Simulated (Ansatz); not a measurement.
# Fe (Fmmm) in Ansatz: a series of runs

The runs below take Fe through relaxation of cell and atoms, with LDA, PBEsol, RPBE.

Everything below comes from runs of Ansatz 0.2.0. Logs are shortened: lines on timing, memory, paths and dates and some standing lists are left out, and cuts for length are marked.

## 1. Starting point

It takes space group Fmmm (No. 69, orthorhombic). The conventional cell has a = 2.997 Å, b = 3.883 Å, c = 3.930 Å, α = 90.00°, β = 90.00°, γ = 90.00°. Around Fe (site symmetry mmm) lie 12 Fe at 2.45 to 2.76 Å.

## 2. Relaxation of cell and atoms, LDA, collinear spin, ferromagnetic start

The input, input.yaml:

```yaml
crystal:
  lattice:
    - [0.0, 1.9417396906, 1.9651051623]
    - [1.4984397099, 0.0, 1.9651051623]
    - [1.4984397099, 1.9417396906, 0.0]
  atoms:
    - { symbol: Fe, position: [0.0, 0.0, 0.0], spin: 3.0 }
hamiltonian:
  xc: lda
  pseudopotentials: { kind: paw }
magnetization:
  spin_polarized: true
kpoints:
  mp_grid: { grid: [13, 13, 13] }
scf:
  occupations: { method: fermi_dirac, width: 0.05 }
output:
  forces: true
  stress: true
  eigenvalues: true
  write_density: true
  write_potential: true
  elf: true
  volumetric_format: npy
relax:
  f_tol: 0.01
  max_steps: 40
  cell: { stress_tol: 0.05 }
```

Potentials or basis: Ansatz PAW.

Command:

```
$ ansatz run input.yaml --threads 2 --pin off --max-ram 5632MiB --backend cpu --events-out ev --progress --plain --runs-dir out
```

The log of the run:

```text
Warning: RAYON_NUM_THREADS=2 ignored (pool sized by the plan → 2); use --threads N
Engine: ansatz 0.2.0, aarch64-unknown-linux-gnu
Pseudopotentials: kind: paw
Pseudopotential: Fe, paw, valence charge 16, recommended cutoff 420 eV (normal), Fe.paw.azcp
Functional definition: SPW92
  exchange = slater_x
  correlation = pw_c
Crystal: 1 atoms, lattice volume = 11.435 Å³
Basis set: ecut = 420 eV, 221 PW (Γ)
Bands: 14, of which v1, the nominal top of the filled ones, is band 8 counted from 1 (7 counted from 0)
Symmetry: 8 space group operations
Space group: Fmmm (ITA 69), of the structure as read, at distance tolerance 2.3e-5 Å
Magnetic group: BNS 69.521 (UNI 619), of the structure as read, at distance tolerance 2.3e-5 Å
k-points: 343 of 2197
Non-local potential: Fe, projectors of the file, l = 0: 3, l = 1: 2, l = 2: 3, l = 3: 1
PAW form: soft (Blöchl's): semilocal exchange-correlation on the pseudo side does not see the compensation charge
PAW frozen core: Fe, regenerated for the run's functional, and the local potential with it (the file was generated under x = pbe(κ = 0.804, μ = 0.2195149727645171), c = pbe(β = 0.06672455060314922))
PAW one-centre angular grid: Fe, 590 points (default); XC on 64 Gauss nodes
Initial density: superposition of atomic densities (chi_scale 0.1, normalization cell)
Starting moments: Σ|m| = 3 μB on 1 of 1 site
Initial wavefunctions: pseudopotential atomic-orbital guess
Functional: x = slater, c = lda
SCF iter   1: F=—  HF=-4419.787969 eV  |F-HF|=—  |Δ(HF+E_count)|=         —  Δρ=9.45e-2 (↑9.45e-2 ↓6.65e-2)  dr2=1.68e0  dr2_m=1.07e-1  M=2.468 μB ∫|m|=2.506 μB  β_m=0.30  ethr=3.10e-3  ⟨swp⟩=4.8  Hψ=45905  notcnv=0
Mixer restart at iter 1: flushing history
preconditioner: auto → none  [metal: Δε(μ)=0.005 eV  Ē_g=14.595 eV  σ=0.050 eV  W_gap=0.03  n_scr=0 (ndim 8)  ℏωp=31.1 eV  f_vac=0.000  D(μ)=1.19/eV (n_scr^D=14)]
SCF iter   2: F=—  HF=-4419.152548 eV  |F-HF|=—  |Δ(HF+E_count)|=   6.35e-1  Δρ=2.48e-2 (↑2.48e-2 ↓1.83e-2)  dr2=3.91e-2  dr2_m=3.05e-2  M=2.552 μB ∫|m|=2.600 μB  β_m=0.28  ethr=3.10e-3  ⟨swp⟩=3.2  Hψ=24003  notcnv=0  defer=736
SCF iter   3: F=—  HF=-4419.506624 eV  |F-HF|=—  |Δ(HF+E_count)|=         —  Δρ=5.06e-2 (↑5.06e-2 ↓4.73e-2)  dr2=4.58e-3  dr2_m=2.49e-1  M=2.180 μB ∫|m|=2.221 μB  β_m=0.28  ethr=2.45e-4  ⟨swp⟩=3.0  Hψ=19473  notcnv=0  defer=723
Mixer restart at iter 3: flushing history
SCF iter   4: F=—  HF=-4419.614476 eV  |F-HF|=—  |Δ(HF+E_count)|=   1.08e-1  Δρ=3.62e-2 (↑3.00e-2 ↓3.62e-2)  dr2=4.71e-3  dr2_m=1.14e-1  M=2.187 μB ∫|m|=2.233 μB  β_m=0.57  ethr=2.86e-5  ⟨swp⟩=2.7  Hψ=15190  notcnv=0  defer=720
SCF iter   5: F=—  HF=-4419.865699 eV  |F-HF|=—  |Δ(HF+E_count)|=   2.51e-1  Δρ=2.74e-2 (↑2.74e-2 ↓7.48e-3)  dr2=3.84e-2  dr2_m=2.55e-2  M=2.107 μB ∫|m|=2.163 μB  β_m=0.47  ethr=2.86e-5  ⟨swp⟩=3.1  Hψ=21738  notcnv=0  defer=720
SCF iter   6: F=—  HF=-4419.856725 eV  |F-HF|=—  |Δ(HF+E_count)|=   8.97e-3  Δρ=3.82e-3 (↑3.82e-3 ↓2.46e-3)  dr2=3.80e-3  dr2_m=6.75e-5  M=2.152 μB ∫|m|=2.212 μB  β_m=0.65  ethr=2.86e-5  ⟨swp⟩=2.0  Hψ=23107  notcnv=0  defer=648
SCF iter   7: F=—  HF=-4419.858726 eV  |F-HF|=—  |Δ(HF+E_count)|=   2.00e-3  Δρ=4.44e-4 (↑4.44e-4 ↓3.79e-4)  dr2=5.36e-5  dr2_m=3.34e-6  M=2.143 μB ∫|m|=2.204 μB  β_m=0.82  ethr=2.37e-5  ⟨swp⟩=2.0  Hψ=12148  notcnv=0  defer=648
SCF iter   8: F=—  HF=-4419.858771 eV  |F-HF|=—  |Δ(HF+E_count)|=   4.58e-5  Δρ=6.40e-5 (↑6.24e-5 ↓6.40e-5)  dr2=1.87e-7  dr2_m=2.64e-7  M=2.142 μB ∫|m|=2.202 μB  β_m=0.91  ethr=3.35e-7  ⟨swp⟩=2.2  Hψ=12226  notcnv=0  defer=648
SCF iter   9: F=—  HF=-4419.858773 eV  |F-HF|=—  |Δ(HF+E_count)|=   1.34e-6  Δρ=1.03e-5 (↑6.13e-6 ↓1.03e-5)  dr2=9.80e-9  dr2_m=3.47e-9  M=2.142 μB ∫|m|=2.202 μB  β_m=0.88  ethr=1.17e-9  ⟨swp⟩=2.2  Hψ=14852  notcnv=0  defer=648
SCF iter  10: F=-4419.858773 eV  HF=-4419.858773 eV  |F-HF|=1.15e-9  |Δ(HF+E_count)|=   7.33e-9  Δρ=3.36e-6 (↑3.36e-6 ↓1.37e-6)  dr2=1.37e-9  dr2_m=2.41e-10  M=2.142 μB ∫|m|=2.202 μB  ethr=6.13e-11  ⟨swp⟩=7.6  Hψ=50263  notcnv=0
SCF 1 converged in 10 iterations: F = -4419.858773 eV  dr2 = 1.37e-9
relax step   1: F+E_penalty+E_count = -4419.85877284 eV  Δ(F+E_penalty+E_count) = +0.000e0 eV  max|allowed force component| = 0.000e0 eV/Å  Δτ_max = 0.0000 Å  P = -18.684 GPa  Ω = 11.435 Å³  (10 SCF iters, dr2 threshold 1.00e-7 eV, accepted)
Crystal: 1 atoms, lattice volume = 10.800 Å³
Basis set: ecut = 420 eV, 201 PW (Γ)
Initial density: handed on by an earlier stage of this run
Starting moments: Σ|m| = 3 μB on 1 of 1 site; this step starts from the density that it was given
Initial wavefunctions: those handed on with the density
iter 1 solved again at ethr=2.51e-4 eV; its pass at ethr=3.10e-3 eV (dr2=4.02e-2 eV) is discarded
SCF iter   1: F=—  HF=-4419.941671 eV  |F-HF|=—  |Δ(HF+E_count)|=         —  Δρ=3.03e-2 (↑3.03e-2 ↓1.02e-2)  dr2=4.06e-2  dr2_m=3.68e-2  M=2.021 μB ∫|m|=2.070 μB  β_m=0.30  ethr=2.51e-4  ⟨swp⟩=1.0  Hψ=67192  notcnv=0
[... 59 lines left out ...]
basis re-selected at this cell: Δ(F+E_penalty+E_count) = +6.291e-4 eV, ΔP = -0.099 GPa vs the last step (what re-selecting the basis moved, of the pressure what is left beyond the Pulay correction that the steps carried, after the strain that the cell walked since its last selection, with what the two solves' SCF thresholds leave and, on support functions, any second-order correction that the steps lacked; it is no measure of the basis error at this ecutwfc). The dense FFT grid was sized anew with the basis: this SCF ran on 20×16×16 points, the steps before it on 20×18×18, so part of this shift can come from that change (see relax.cell in the input reference). This SCF's stress stands 1.65e-1 GPa from its target on what of the cell is left free (relax.cell.stress_tol is 5.00e-2 GPa) and its largest allowed force component is 0.00e0 eV/Å (relax.f_tol is 1.00e-2 eV/Å): not within both, so this SCF does not close the relaxation
Crystal: 1 atoms, lattice volume = 10.406 Å³
iter 1 solved again at ethr=1.25e-8 eV; its pass at ethr=3.10e-3 eV (dr2=2.00e-6 eV) is discarded
SCF iter   1: F=—  HF=-4419.946516 eV  |F-HF|=—  |Δ(HF+E_count)|=         —  Δρ=1.70e-4 (↑1.70e-4 ↓8.39e-5)  dr2=1.95e-6  dr2_m=1.07e-6  M=1.999 μB ∫|m|=2.047 μB  β_m=0.65  ethr=1.25e-8  ⟨swp⟩=2.1  Hψ=60550  notcnv=0
preconditioner: auto → none  [metal: Δε(μ)=0.012 eV  Ē_g=15.928 eV  σ=0.050 eV  W_gap=0.06  n_scr=0 (ndim 8)  ℏωp=32.6 eV  f_vac=0.000  D(μ)=0.91/eV (n_scr^D=12)]
SCF iter   2: F=—  HF=-4419.946516 eV  |F-HF|=—  |Δ(HF+E_count)|=   9.83e-8  Δρ=1.30e-4 (↑1.30e-4 ↓8.52e-5)  dr2=2.53e-6  dr2_m=1.28e-7  M=1.999 μB ∫|m|=2.048 μB  β_m=0.34  ethr=1.22e-8  ⟨swp⟩=2.0  Hψ=14830  notcnv=0
SCF iter   3: F=—  HF=-4419.946516 eV  |F-HF|=—  |Δ(HF+E_count)|=   7.13e-7  Δρ=4.04e-5 (↑3.84e-5 ↓4.04e-5)  dr2=1.16e-8  dr2_m=1.42e-7  M=1.999 μB ∫|m|=2.048 μB  β_m=0.55  ethr=1.22e-8  ⟨swp⟩=2.5  Hψ=13725  notcnv=0
SCF iter   4: F=—  HF=-4419.946516 eV  |F-HF|=—  |Δ(HF+E_count)|=   2.46e-7  Δρ=1.17e-5 (↑1.17e-5 ↓7.38e-6)  dr2=2.53e-8  dr2_m=1.46e-9  M=1.999 μB ∫|m|=2.048 μB  β_m=0.77  ethr=7.27e-11  ⟨swp⟩=2.0  Hψ=15137  notcnv=0
SCF iter   5: F=-4419.946516 eV  HF=-4419.946516 eV  |F-HF|=1.74e-8  |Δ(HF+E_count)|=   9.27e-8  Δρ=1.17e-5 (↑1.17e-5 ↓5.16e-6)  dr2=1.94e-8  dr2_m=1.27e-9  M=1.999 μB ∫|m|=2.048 μB  ethr=7.27e-11  ⟨swp⟩=4.8  Hψ=46094  notcnv=0
SCF 7 converged in 5 iterations: F = -4419.946516 eV  dr2 = 1.94e-8
relax step   7: F+E_penalty+E_count = -4419.94651583 eV  Δ(F+E_penalty+E_count) = -7.172e-6 eV  max|allowed force component| = 0.000e0 eV/Å  Δτ_max = 0.0000 Å  P = -0.000 GPa  Ω = 10.406 Å³  energy of the carried Pulay correction = +4.426e-6 eV  (5 SCF iters, dr2 threshold 6.80e-8 eV, accepted)
iter 1 solved again at ethr=4.22e-9 eV; its pass at ethr=3.10e-3 eV (dr2=6.76e-7 eV) is discarded
SCF iter   1: F=—  HF=-4419.946513 eV  |F-HF|=—  |Δ(HF+E_count)|=         —  Δρ=6.11e-6 (↑6.11e-6 ↓2.25e-6)  dr2=3.60e-9  dr2_m=4.88e-10  M=1.999 μB ∫|m|=2.048 μB  β_m=0.65  ethr=4.22e-9  ⟨swp⟩=3.1  Hψ=75688  notcnv=0
SCF iter   2: F=—  HF=-4419.946513 eV  |F-HF|=—  |Δ(HF+E_count)|=   1.59e-8  Δρ=3.00e-6 (↑3.00e-6 ↓2.18e-6)  dr2=1.37e-9  dr2_m=2.50e-11  M=1.999 μB ∫|m|=2.048 μB  β_m=0.37  ethr=2.25e-11  ⟨swp⟩=2.1  Hψ=14782  notcnv=0
SCF iter   3: F=—  HF=-4419.946513 eV  |F-HF|=—  |Δ(HF+E_count)|=  9.88e-10  Δρ=1.69e-6 (↑1.69e-6 ↓5.71e-7)  dr2=2.23e-10  dr2_m=6.37e-11  M=1.999 μB ∫|m|=2.048 μB  β_m=0.51  ethr=8.53e-12  ⟨swp⟩=2.6  Hψ=14610  notcnv=0
SCF iter   4: F=—  HF=-4419.946513 eV  |F-HF|=—  |Δ(HF+E_count)|=   1.38e-9  Δρ=8.83e-7 (↑8.83e-7 ↓2.74e-7)  dr2=9.32e-11  dr2_m=1.22e-11  M=1.999 μB ∫|m|=2.048 μB  β_m=0.75  ethr=1.39e-12  ⟨swp⟩=2.1  Hψ=12129  notcnv=0
SCF iter   5: F=—  HF=-4419.946513 eV  |F-HF|=—  |Δ(HF+E_count)|=  4.64e-10  Δρ=2.88e-7 (↑2.88e-7 ↓1.09e-7)  dr2=1.16e-11  dr2_m=1.05e-12  M=1.999 μB ∫|m|=2.048 μB  β_m=0.88  ethr=1.00e-12  ⟨swp⟩=2.1  Hψ=12686  notcnv=0
SCF iter   6: F=—  HF=-4419.946513 eV  |F-HF|=—  |Δ(HF+E_count)|=  4.82e-11  Δρ=4.18e-8 (↑4.18e-8 ↓2.51e-8)  dr2=3.15e-13  dr2_m=7.89e-15  M=1.999 μB ∫|m|=2.048 μB  β_m=0.82  ethr=1.00e-12  ⟨swp⟩=1.7  Hψ=11258  notcnv=0
SCF iter   7: F=-4419.946513 eV  HF=-4419.946513 eV  |F-HF|=0.00e0  |Δ(HF+E_count)|=  9.09e-13  Δρ=3.48e-8 (↑3.48e-8 ↓2.04e-8)  dr2=2.00e-13  dr2_m=5.96e-15  M=1.999 μB ∫|m|=2.048 μB  ethr=1.00e-12  ⟨swp⟩=3.1  Hψ=32796  notcnv=0
SCF 8 converged in 7 iterations: F = -4419.946513 eV  dr2 = 2.00e-13
relax step   8: F+E_penalty+E_count = -4419.94651255 eV  Δ(F+E_penalty+E_count) = +3.283e-6 eV  max|allowed force component| = 0.000e0 eV/Å  Δτ_max = 0.0000 Å  P = -0.002 GPa  Ω = 10.406 Å³  stress off target by 3.74e-3 GPa  SCF on the basis re-selected at this cell (its energy is not comparable with the rows above)  (7 SCF iters)
basis re-selected at this cell: Δ(F+E_penalty+E_count) = +3.283e-6 eV, ΔP = -0.002 GPa vs the last step (what re-selecting the basis moved, of the pressure what is left beyond the Pulay correction that the steps carried, after the strain that the cell walked since its last selection, with what the two solves' SCF thresholds leave and, on support functions, any second-order correction that the steps lacked; it is no measure of the basis error at this ecutwfc). This SCF's stress stands 3.74e-3 GPa from its target on what of the cell is left free (relax.cell.stress_tol is 5.00e-2 GPa) and its largest allowed force component is 0.00e0 eV/Å (relax.f_tol is 1.00e-2 eV/Å): within both
SCF converged after 7 iterations
Magnetization: 1.9989 μB (8.9995 up, 7.0005 down)
Absolute magnetization: 2.0477 μB (∫|ρ↑−ρ↓|, with the PAW one-centre terms)
Spin contamination: 0.0182 ħ² per cell (⟨S²⟩ above its minimum at these occupations)
Per-site moments (μB) at R_I (Å): [(2.0011009126081696, 0.9826472424246008)]
Free energy (F): -4419.946513 eV
Harris-Foulkes:  -4419.946513 eV  (|F-HF|=0.00e0)
Internal energy: -4419.938921 eV  (E = F + TS)
E sigma→0 (E₀):  -4419.942717 eV
Entropy (-TS):   -0.007591 eV (-7.591 meV/atom)
Fermi energy:    20.356839 eV
--- Per-component energies (eV) ---
  E_band       = -183.794690
  E_kinetic    = 353.976665
  E_local      = -1959.256558  (includes V_loc(G=0)·N_el)
  E_nonlocal   = 221.363273
  E_hartree    = 825.501004
  E_xc         = -118.263113
  E_vxc        = -153.077925  (∫ρ·V_xc dr)
  E_paw        = -1305.132703  (= ΣΔE_a)
  E_vpaw       = -297.803125  (= ΣTr[D̂ρ^β])
  E_aug_tail   = 0.000947  (compensation charges beyond the density's cutoff)
  E_ewald      = -2438.529971
  E_core_change = 0.401536  (= ΣΔE_core)
  E_smearing   = -0.007591  (= −TS)
  E_closure    = 0.000000  (closes the sum)
  Σ components = -4419.946513   (vs F -4419.946513, Δ=0.00e0)
--- Forces (eV/Å), atoms counted from 1 ---
  atom   1  Fe     0.00000000     0.00000000     0.00000000
  max |Σ_I F_I| component: 2.47e-32 eV/Å
--- Stress (GPa, compression-positive) ---
       -0.003737       0.000000      -0.000000
        0.000000      -0.001181      -0.000000
       -0.000000      -0.000000      -0.002281
  P = ⅓ Tr σ = -0.0024 GPa (-0.024 kbar)
--- Band table (eV; the first three rows and the last of 686) ---
  k-point 0 ↑: bands = ["-67.1027", "-33.1865", "-33.1865", "-33.1865", "11.1156", "17.7704", "17.7704", "17.7705", "19.3284", "19.3285", "45.2563", "45.2565", "45.2566", "51.4487"]
  k-point 1 ↑: bands = ["-67.0958", "-33.2204", "-33.1974", "-33.1865", "11.3791", "17.6916", "17.7617", "17.9223", "19.2495", "19.3349", "44.0071", "44.9868", "45.2140", "50.6784"]
  k-point 2 ↑: bands = ["-67.0768", "-33.3135", "-33.2277", "-33.1867", "12.1327", "17.4776", "17.7001", "18.3567", "19.1093", "19.3568", "41.1878", "43.9259", "45.1140", "48.9830"]
  k-point 342 ↓: bands = ["-64.6866", "-31.5626", "-31.1629", "-30.9646", "16.1066", "18.0567", "20.3508", "21.4495", "22.0706", "23.4705", "29.7110", "38.4635", "41.2802", "46.3994"]
--- Relaxed structure (6 steps of the walk, 6 accepted, 2 SCFs on fresh bases) ---
  F+E_penalty+E_count = -4419.94651255 eV   max|allowed force component| = 0.000e0 eV/Å   (the final SCF, on the basis selected at the relaxed cell)
  cell:  # Å, volume = 10.4064 Å³
    - [-1.3349136037665293e-33, 1.945027707034448, 1.94503485712228]
    - [1.37536380055211, 5.303144920127209e-33, 1.94503485712228]
    - [1.37536380055211, 1.945027707034448, 5.23323571058348e-33]
  atoms:
    - { symbol: Fe, position: [0.0, 0.0, 0.0] }
```

It took 48 s on 2 threads of Arm Neoverse V1, shared host; peak memory 0.4 GiB.

Results:

| Item | Value |
| --- | --- |
| Free energy | -4419.9465 eV |
| Relaxed volume | 10.41 Å³/atom |
| Relaxed cell | a = 2.751 Å, b = 2.382 Å, c = 2.382 Å, α = 70.53°, β = 54.74°, γ = 54.74° |
| Space group after relaxing (to 0.05 Å) | Im-3m (No. 229) |
| Energy gained by relaxing | 87.7 meV/atom |
| Ionic steps | 8 |
| Pressure after relaxing | 0.0 GPa |
| Band gap on the k mesh | none (metal or under the smearing width) |
| Net moment | 2.00 μB per cell |
| Absolute moment | 2.05 μB per cell |
| Site moments | Fe +2.00 μB |

Step by step:
```
step  energy change (eV)  largest force (eV/Å)  volume (Å³)
   1              0.0000                0.0000        11.44
   2             -0.0693                0.0000        10.80
   3             -0.0868                0.0000        10.27
   4             -0.0883                0.0000        10.42
   5             -0.0884                0.0000        10.41
   6             -0.0877                0.0000        10.41
   7             -0.0877                0.0000        10.41
   8             -0.0877                0.0000        10.41
```

Final structure:
```
CELL_PARAMETERS angstrom
0.00000 1.94503 1.94503
1.37536 0.00000 1.94503
1.37536 1.94503 0.00000
ATOMIC_POSITIONS crystal
Fe 0.00000 0.00000 0.00000
```

Caveat: the plane-wave basis is chosen anew once the cell has moved, so the energies of steps on either side of that aren't comparable; the PAW data sets come from PBE, with cores solved anew for the run's functional, which leaves a small shift of forces and pressure.

## 3. Relaxation of cell and atoms, PBEsol, collinear spin, ferromagnetic start

Edit input.yaml of step 2 so:

```diff
@@ -8,3 +8,3 @@
 hamiltonian:
-  xc: lda
+  xc: pbesol
   pseudopotentials: { kind: paw }
```

Potentials or basis: Ansatz PAW.

Command:

```
$ ansatz run input.yaml --threads 2 --pin off --max-ram 5632MiB --backend cpu --events-out ev --progress --plain --runs-dir out
```

It took 42 s on 2 threads of Arm Neoverse V1, shared host; peak memory 0.41 GiB.

The run converged. Its results:

* Free energy: -4448.8515 eV
* Relaxed volume: 10.79 Å³/atom
* Relaxed cell: a = 2.784 Å, b = 2.412 Å, c = 2.411 Å, α = 70.52°, β = 54.74°, γ = 54.73°
* Space group after relaxing (to 0.05 Å): Im-3m (No. 229)
* Energy gained by relaxing: 41.9 meV/atom
* Ionic steps: 6
* Pressure after relaxing: 0.0 GPa
* Band gap on the k mesh: none (metal or under the smearing width)
* Net moment: 2.06 μB per cell
* Absolute moment: 2.14 μB per cell
* Site moments: Fe +2.08 μB

The path:
```csv
step,energy change (eV),largest force (eV/Å),volume (Å³)
1,0.0000,0.0000,11.44
2,-0.0296,0.0000,11.08
3,-0.0413,0.0000,10.68
4,-0.0423,0.0000,10.80
5,-0.0423,0.0000,10.79
6,-0.0419,0.0000,10.79
```

Final structure:
```yaml
crystal:
  lattice:
    - [0.00000, 1.96858, 1.96887]
    - [1.39244, 0.00000, 1.96887]
    - [1.39244, 1.96858, 0.00000]
  atoms:
    - { symbol: Fe, position: [0.00000, 0.00000, 0.00000] }
```

Levels at points of the mesh, in eV from the Fermi level:
Spin up:
```tsv
k point	band 6	band 7	band 8	band 9	band 10	band 11	band 12	band 13
(0.00, 0.00, 0.00)	-2.45	-2.45	-2.45	-1.09	-1.08	24.64	24.64	24.64
```
Spin down:
```
           k point  band 3  band 4  band 5  band 6  band 7  band 8  band 9  band 10  band 11  band 12
(0.00, 0.00, 0.00)  -51.34  -51.34   -8.73   -0.67   -0.67   -0.67    1.48     1.48    24.60    24.61
```

Caveat: the plane-wave basis is chosen anew once the cell has moved, so the energies of steps on either side of that aren't comparable; the PAW data sets come from PBE, with cores solved anew for the run's functional, which leaves a small shift of forces and pressure.

## 4. Relaxation of cell and atoms, RPBE, collinear spin, ferromagnetic start

Edit input.yaml of step 3 so:

```diff
@@ -8,3 +8,3 @@
 hamiltonian:
-  xc: pbesol
+  xc: rpbe
   pseudopotentials: { kind: paw }
@@ -20,6 +20,2 @@
   eigenvalues: true
-  write_density: true
-  write_potential: true
-  elf: true
-  volumetric_format: npy
 relax:
```

Command:

```
$ ansatz run input.yaml --threads 2 --pin off --max-ram 5632MiB --backend cpu --events-out ev --progress --plain --runs-dir out
```

Wall time 58 s (2 threads of Arm Neoverse V1, shared host); peak memory 0.41 GiB.

It converged, with:

```yaml
Free_energy: -4485.2715 eV
Relaxed_volume: 11.69 Å³/atom
Relaxed_cell: a = 2.860 Å, b = 2.477 Å, c = 2.477 Å, α = 70.53°, β = 54.74°, γ = 54.73°
Space_group_after_relaxing_to_0.05_Å: Im-3m (No. 229)
Energy_gained_by_relaxing: 20.5 meV/atom
Ionic_steps: 9
Pressure_after_relaxing: 0.0 GPa
Band_gap_on_the_k_mesh: none (metal or under the smearing width)
Net_moment: 2.21 μB per cell
Absolute_moment: 2.35 μB per cell
Site_moments: Fe +2.27 μB
```

The path:
```
step  energy change (eV)  largest force (eV/Å)  volume (Å³)
   1              0.0000                0.0000        11.44
   2             -0.0131                0.0000        11.61
   3             -0.0195                0.0000        11.69
   4             -0.0202                0.0000        11.69
   5             -0.0202                0.0000        11.69
   6             -0.0202                0.0000        11.69
   7             -0.0205                0.0000        11.69
   8             -0.0205                0.0000        11.69
   9             -0.0205                0.0000        11.69
```

Final structure:
```yaml
crystal:
  lattice:
    - [0.00000, 2.02207, 2.02218]
    - [1.42993, 0.00000, 2.02218]
    - [1.42993, 2.02207, 0.00000]
  atoms:
    - { symbol: Fe, position: [0.00000, 0.00000, 0.00000] }
```

Levels at points of the mesh, in eV from the Fermi level:
Spin up:
| k point | band 6 | band 7 | band 8 | band 9 | band 10 | band 11 | band 12 | band 13 |
| --- | --- | --- | --- | --- | --- | --- | --- | --- |
| (0.00, 0.00, 0.00) | -2.24 | -2.24 | -2.24 | -1.10 | -1.10 | 24.14 | 24.14 | 24.14 |
Spin down:
```csv
k point,band 3,band 4,band 5,band 6,band 7,band 8,band 9,band 10,band 11,band 12
"(0.00, 0.00, 0.00)",-51.27,-51.27,-8.23,-0.27,-0.27,-0.27,1.79,1.79,23.84,23.84
```

Caveat: the plane-wave basis is chosen anew once the cell has moved, so the energies of steps on either side of that aren't comparable; the PAW data sets come from PBE, with cores solved anew for the run's functional, which leaves a small shift of forces and pressure.

## 5. The runs side by side

| level | gap on the mesh (eV) | pressure (GPa) | moment (μB) | relaxed volume (Å³/atom) |
| --- | --- | --- | --- | --- |
| LDA | none | 0.0 | 2.00 | 10.41 |
| PBEsol | none | 0.0 | 2.06 | 10.79 |
| RPBE | none | 0.0 | 2.21 | 11.69 |

Alike in all rows: task relaxation of cell and atoms; potentials or basis Ansatz PAW; spin collinear, ferromagnetic start; cell relaxed; k mesh 13 × 13 × 13; cutoff (eV) 420; smearing fermi-dirac 0.05 eV.

Caveats: the plane-wave basis is chosen anew once the cell has moved, so the energies of steps on either side of that aren't comparable; the PAW data sets come from PBE, with cores solved anew for the run's functional, which leaves a small shift of forces and pressure.

Total energies depend on the potentials used, so only differences within one code and one set of settings carry meaning.
